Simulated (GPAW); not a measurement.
Runs of GPAW 26.7.0 on SiC (Moissanite). The structure is hexagonal, space group P6_3mc (No. 186). Conventional cell: a = 3.076 Å, b = 3.076 Å, c = 5.048 Å, α = 90.00°, β = 90.00°, γ = 120.00°. Si (site symmetry 3m) is surrounded by 4 C at 1.87 to 1.94 Å. C (site symmetry 3m) has 4 Si at 1.87 to 1.94 Å as nearest neighbours. 

```csv
task,level,potentials or basis,cell,k mesh,cutoff (eV),smearing,optimizer,fmax,max steps,band path,band points,mesh quality,gap on the mesh (eV),pressure (GPa),relaxed volume (Å³/atom),largest force (eV/Å)
relaxation of cell and atoms,revPBE+D4,"the program's PAW data sets (release 1.2.1) made for this functional, pw",relaxed,7 × 7 × 4,800,fermi-dirac 0.05 eV,BFGS,0.02 eV/Å,60,-,-,not flagged,2.59,0.0,10.25,0.01
relaxation of cell and atoms,PBE+D3(BJ),"GPAW PAW data sets (gpaw-data 1.2.1), pw",relaxed,7 × 7 × 4,800,fermi-dirac 0.05 eV,LBFGS,0.02 eV/Å,100,-,-,not flagged,2.58,0.0,(c),0.01
band structure,C09-vdW,"GPAW PAW data sets (gpaw-data 1.2.1), pw",as given,7 × 7 × 4,800,fermi-dirac 0.05 eV,-,-,-,"GMKGALHA,LM,KH",80,not flagged,-,-,-,0.78
band structure,OLYP,"PAW data sets generated in the run's folder for this functional, pw",as given,7 × 7 × 4,800,fermi-dirac 0.05 eV,-,-,-,"GMKGALHA,LM,KH",100,not flagged,-,3.6,-,0.76
relaxation of cell and atoms,BP86,"PAW data sets generated in the run's folder for this functional, pw",relaxed,7 × 7 × 4,800,fermi-dirac 0.05 eV,BFGS,0.02 eV/Å,60,-,-,not flagged,2.70,0.0,10.61,-
phonons,PBE+D4,"GPAW PAW data sets (gpaw-data 1.2.1), pw",relaxed,10 × 10 × 5,800,fermi-dirac 0.05 eV,-,-,-,-,-,not flagged,2.42,0.0,-,-
relaxation of cell and atoms,PBEsol+D3(BJ),"PAW data sets generated in the run's folder for this functional, pw",relaxed,7 × 7 × 4,800,fermi-dirac 0.05 eV,BFGS,0.02 eV/Å,60,-,-,not flagged,2.42,0.0,10.22,0.01
relaxation of cell and atoms,OLYP,"PAW data sets generated in the run's folder for this functional, pw",relaxed,7 × 7 × 4,800,fermi-dirac 0.05 eV,FIRE,0.02 eV/Å,100,-,-,not flagged,2.74,-0.2,(a),0.01
band structure,LDA,"PAW data sets generated in the run's folder for this functional, pw",as given,7 × 7 × 4,800,fermi-dirac 0.05 eV,-,-,-,"GMKGALHA,LM,KH",60,not flagged,-,-2.8,-,0.74
relaxation of cell and atoms,PBEsol,"PAW data sets generated in the run's folder for this functional, pw",relaxed,7 × 7 × 4,800,fermi-dirac 0.05 eV,LBFGS,0.01 eV/Å,60,-,-,not flagged,2.44,-0.1,(b),0.01
band structure,RPBE,"the program's PAW data sets (release 1.2.1) made for this functional, pw",as given,7 × 7 × 4,800,fermi-dirac 0.05 eV,-,-,-,"GMKGALHA,LM,KH",80,not flagged,-,8.3,-,0.78
```

Alike in all rows: no spin polarisation.

**Question.** Estimate the missing entries.

**Answer.** (a) 10.50; (b) 10.40; (c) 10.34.

Caveats: an odd mesh through Γ misses points on the zone boundary, where band edges often lie (some runs); later steps reuse the first step's grids (some runs); the PAW data sets were made with another functional, which shifts forces and pressure a little (some runs); the LO-TO splitting is left out (some runs).

Not every run made on this cell is shown here.
